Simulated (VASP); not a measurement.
# SnSe2 in VASP: a series of runs

The runs below take SnSe2 through single point, with PBE.

Program: VASP 6.6.1. These are calculated values, not measurements. Logs are shortened: lines on timing, memory, paths and dates and some standing lists are left out, and cuts for length are marked.

### Step 1. Starting point

The cell holds a slab with vacuum, 3 atoms: a = 3.811 Å, b = 3.811 Å, c = 15.056 Å, α = 90.00°, β = 90.00°, γ = 120.00°.

### Step 2. Single point, PBE

The input, INCAR:

```
ALGO = Normal
DIPOL = 0.5 0.5 0.500
EDIFF = 1E-5
ENCUT = 460
GGA = PE
IDIPOL = 3
ISIF = 2
ISMEAR = 0
LASPH = True
LCHARG = False
LDIPOL = True
LREAL = False
LVACPOTAV = True
LVHAR = True
LWAVE = False
NBANDS = 24
NELM = 120
PREC = Accurate
SIGMA = 0.05
```

The input, KPOINTS:

```
k-points
0
Gamma
  7 7 1
```

The input, POSCAR:

```
SnSe2
1.0
    3.8110000000      0.0000000000      0.0000000000
   -1.9055000000      3.3004228100      0.0000000000
    0.0000000000      0.0000000000     15.0557280000
Se Sn
2 1
Direct
    0.6666666667      0.3333333333      0.3985194206
    0.3333333333      0.6666666667      0.6014805794
    0.0000000000      0.0000000000      0.5000000000
```

Potentials or basis: VASP PAW PBE potentials, release 64 (Se, Sn_d).

Started as:

```bash
cat potpaw_PBE.64/Se/POTCAR potpaw_PBE.64/Sn_d/POTCAR > POTCAR
mpirun -np 1 vasp_std > vasp.out
```

OUTCAR:

```text
EDIFF = 1E-5
   ENCUT = 460
   GGA = PE
   ISIF = 2
   ISMEAR = 0
   LASPH = True
   LREAL = False
   NELM = 120
   PREC = Accurate

 Found      8 irreducible k-points:

 Following reciprocal coordinates:
            Coordinates               Weight
  0.000000  0.000000  0.000000      1.000000
  0.142857  0.000000  0.000000      6.000000
  0.285714  0.000000  0.000000      6.000000
  0.428571  0.000000  0.000000      6.000000
  0.142857  0.142857  0.000000      6.000000
  0.285714  0.142857  0.000000     12.000000
   k-points           NKPTS =      8   k-points in BZ     NKDIM =      8   number of bands    NBANDS=     24
   number of dos      NEDOS =    301   number of ions     NIONS =      3
   total plane-waves  NPLWV =  84672
   dimension x,y,z NGX =    28 NGY =   28 NGZ =  108
   dimension x,y,z NGXF=    56 NGYF=   56 NGZF=  216
   ions per type =               2   1
   NGX,Y,Z   is equivalent  to a cutoff of  12.21, 12.21, 11.93 a.u.
   NGXF,Y,Z  is equivalent  to a cutoff of  24.43, 24.43, 23.85 a.u.
 SYSTEM =  unknown system
   PREC   = accura    normal or accurate (medium, high low for compatibility)
   ISTART =      0    job   : 0-new  1-cont  2-samecut
   ICHARG =      2    charge: 1-file 2-atom 10-const
   ISPIN  =      1    spin polarized calculation?
   LNONCOLLINEAR =      F non collinear calculations
   LSORBIT =      F    spin-orbit coupling
   LASPH  =      T    aspherical Exc in radial PAW
   ENCUT  =  460.0 eV  33.81 Ry    5.81 a.u.   6.66  6.66 26.33*2*pi/ulx,y,z
   NELM   =    120;   NELMIN=  2; NELMDL= -5     # of ELM steps
   EDIFF  = 0.1E-04   stopping-criterion for ELM
   LREAL  =      F    real-space projection
   EDIFFG = 0.1E-03   stopping-criterion for IOM
   NSW    =      0    number of steps for IOM
   IBRION =     -1    ionic relax: 0-MD 1-quasi-New 2-CG
   NFREE  =      0    steps in history (QN), initial steepest desc. (CG)
   ISIF   =      2    stress and relaxation
   ISYM   =      2    0-nonsym 1-usesym 2-fastsym
   POTIM  = 0.5000    time-step for ionic-motion
   TEBEG  =    0.0;   TEEND  =   0.0 temperature during run
   PSTRESS=    0.0 pullay stress
   NELECT =      26.0000    total number of electrons
   NUPDOWN=      -1.0000    fix difference up-down
   EMIN   =  10.00;   EMAX   =-10.00  energy-range for DOS
   EFERMI =   0.00;   METHOD = LEGACY
   ISMEAR =     0;   SIGMA  =   0.05  broadening in eV -4-tet -1-fermi 0-gaus
   EFERMI_NEDOS =   21; number of points for ismear=-14 and -15
   IALGO  =     38    algorithm
   IMIX   =      4    mixing-type and parameters
     AMIX     =   0.40;   BMIX     =  1.00
     AMIX_MAG =   1.60;   BMIX_MAG =  1.00
  volume/ion in A,a.u.               =      63.12       425.98
  Fermi-wavevector in a.u.,A,eV,Ry     =   0.844557  1.595982  9.704726  0.713277
  Thomas-Fermi vector in A             =   1.959605
   LORBIT       =      0    0 simple, 1 ext, 2 COOP (PROOUT), +10 PAW based schemes
   GGA     = PE    functional components
   LHFCALC =     F    Hartree Fock is set to
   AEXX    =    0.0000 exact exchange contribution
   IVDW    =     0    specifies the selected vdW correction
   LEPSILON=     F    determine dielectric tensor
   LRPA    =     F    only Hartree local field effects (RPA)
 non-spin polarized calculation
 Gauss-broadening in eV      SIGMA  =   0.05
  energy-cutoff  :      460.00
  volume of cell :      189.37
 maximum number of plane-waves:      4289
 NGX is ok and might be reduce to    28
   NGX = 13   NGY = 13   NGZ = 53

 dipolmoment           0.000000      0.000000     -0.000000 electrons x Angstroem

 number of electron      26.0000002 magnetization

 dipolmoment           0.000000      0.000000      0.000000 electrons x Angstroem

 Free energy of the ion-electron system (eV)
  ---------------------------------------------------
  ext. energy  EPLUGINS =         0.00000000
  ---------------------------------------------------
  free energy    TOTEN  =       -11.77034837 eV

  energy without entropy =      -11.77034837  energy(sigma->0) =      -11.77034837

 E-fermi :  -1.6606     XC(G=0):  -4.5285

 val. band max:       -1.9748650842   @ k =   0.1429   0.0000   0.0000
 cond. band min:      -0.9148553460   @ k =   0.4286   0.0000   0.0000
 fundamental gap:      1.0600097382
 Fermi energy:        -1.6605975252

 k-point     1 :       0.0000    0.0000    0.0000
  band No.  band energies     occupation
      1     -23.0961      2.00000
      2     -23.0961      2.00000
      3     -23.0560      2.00000
      4     -23.0420      2.00000
      5     -23.0420      2.00000
      6     -15.7013      2.00000
[... 16 lines left out ...]
     23       7.1324      0.00000
     24       7.2755      0.00000

 k-point     2 :       0.1429    0.0000    0.0000
  band No.  band energies     occupation
      1     -23.1063      2.00000
      2     -23.0894      2.00000
      3     -23.0511      2.00000
      4     -23.0455      2.00000
      5     -23.0404      2.00000
      6     -15.4987      2.00000
[... 16 lines left out ...]
     23       7.2679      0.00000
     24       7.2799      0.00000

 k-point     3 :       0.2857    0.0000    0.0000
  band No.  band energies     occupation
      1     -23.1319      2.00000
      2     -23.0792      2.00000
      3     -23.0574      2.00000
      4     -23.0331      2.00000
      5     -23.0317      2.00000
      6     -14.9364      2.00000
[... 16 lines left out ...]
     23       7.6705      0.00000
     24       8.3197      0.00000

 k-point     4 :       0.4286    0.0000    0.0000
  band No.  band energies     occupation
      1     -23.1534      2.00000
      2     -23.0761      2.00000
      3     -23.0640      2.00000
      4     -23.0205      2.00000
      5     -23.0195      2.00000
      6     -14.2372      2.00000
[... 16 lines left out ...]
     23       8.1185      0.00000
     24       8.9784      0.00000

 k-point     5 :       0.1429    0.1429    0.0000
  band No.  band energies     occupation
      1     -23.1204      2.00000
      2     -23.0856      2.00000
      3     -23.0510      2.00000
      4     -23.0447      2.00000
      5     -23.0315      2.00000
      6     -15.1139      2.00000
[... 16 lines left out ...]
     23       7.6029      0.00000
     24       7.7305      0.00000

 k-point     6 :       0.2857    0.1429    0.0000
  band No.  band energies     occupation
      1     -23.1384      2.00000
      2     -23.0853      2.00000
      3     -23.0563      2.00000
      4     -23.0343      2.00000
      5     -23.0197      2.00000
      6     -14.4563      2.00000
[... 16 lines left out ...]
     23       8.1329      0.00000
     24       8.3068      0.00000

 [... further k-points ...]

------------------------ aborting loop because EDIFF is reached ----------------------------------------

  FORCE on cell =-STRESS in cart. coord.  units (eV):
  Direction    XX          YY          ZZ          XY          YZ          ZX
  --------------------------------------------------------------------------------------
  -------------------------------------------------------------------------------------
  Total        2.1672725      2.1672725      2.6829452      0.0000000      0.0000000      0.0000000
  in kB       18.3363893     18.3363892     22.6992803      0.0000000      0.0000000      0.0000000
  external PRESSURE =      19.7906863 kB  Pullay stress =       0.0000000 kB

 VOLUME and BASIS-vectors are now :
 -----------------------------------------------------------------------------
  energy-cutoff  :      460.00
  volume of cell :      189.37
      direct lattice vectors                 reciprocal lattice vectors
     3.811000000  0.000000000  0.000000000     0.262398321  0.151495741  0.000000000
    -1.905500000  3.300422810  0.000000000     0.000000000  0.302991482  0.000000000
     0.000000000  0.000000000 15.055728000     0.000000000  0.000000000  0.066419903

 POSITION                                       TOTAL-FORCE (eV/Angst)
 -----------------------------------------------------------------------------------
      1.90550      1.10014      6.00000        -0.000000     -0.000000     -0.880190
     -0.00000      2.20028      9.05573         0.000000      0.000000      0.880190
      0.00000      0.00000      7.52786        -0.000000      0.000000      0.000000
 -----------------------------------------------------------------------------------
    total drift:                                0.000000     -0.000000      0.000000

  FREE ENERGIE OF THE ION-ELECTRON SYSTEM (eV)
  ---------------------------------------------------
  free  energy   TOTEN  =       -11.7703483721 eV

  energy  without entropy=      -11.7703483721  energy(sigma->0) =      -11.77034837

 vacuum level on the upper side and lower side of the slab         4.116         4.116
```

Wall time 18 s (1 thread of Intel Xeon 6975P-C (Granite Rapids), shared host); peak memory 0.28 GiB.

These settings aren't checked as converged: the numbers below hold their error.

What came out:

| Quantity | Value |
| --- | --- |
| Free energy | -11.7703 eV |
| Largest force | 0.880 eV/Å |
| Band gap on the k mesh | 1.06 eV, indirect (least direct gap 1.34 eV) |
| Ionisation potential of the upper face | 6.09 eV |

Caveat: spin-orbit coupling is left out, which moves the levels of the heavy elements.

### Step 3. Single point, PBE

This run uses another cell than the first one, of 75.70 Å³/atom, 1.199 times its volume.

INCAR, as its differences from that of step 2:

```diff
@@ -2,3 +2,3 @@
 DIPOL = 0.5 0.5 0.500
-EDIFF = 1E-5
+EDIFF = 1E-7
 ENCUT = 460
```

KPOINTS is that of step 2.

The input, POSCAR:

```
SnSe2
1.0
    3.8110000000      0.0000000000      0.0000000000
   -1.9055000000      3.3004228100      0.0000000000
    0.0000000000      0.0000000000     18.0557280000
Se Sn
2 1
Direct
    0.6666666667      0.3333333333      0.4153806482
    0.3333333333      0.6666666667      0.5846193518
    0.0000000000      0.0000000000      0.5000000000
```

Potentials or basis: VASP PAW PBE potentials, release 64 (Se, Sn_d).

Started as:

```bash
cat potpaw_PBE.64/Se/POTCAR potpaw_PBE.64/Sn_d/POTCAR > POTCAR
mpirun -np 1 vasp_std > vasp.out
```

Wall time 29 s (1 thread of Intel Xeon 6975P-C (Granite Rapids), shared host); peak memory 0.3 GiB.

These settings aren't checked as converged: the numbers below hold their error.

Results:

- Free energy: -11.7704 eV
- Largest force: 0.880 eV/Å
- Band gap on the k mesh: 1.06 eV, indirect (least direct gap 1.34 eV)
- Ionisation potential of the upper face: 6.09 eV

Caveat: spin-orbit coupling is left out, which moves the levels of the heavy elements.

[end of part 1 of 2]
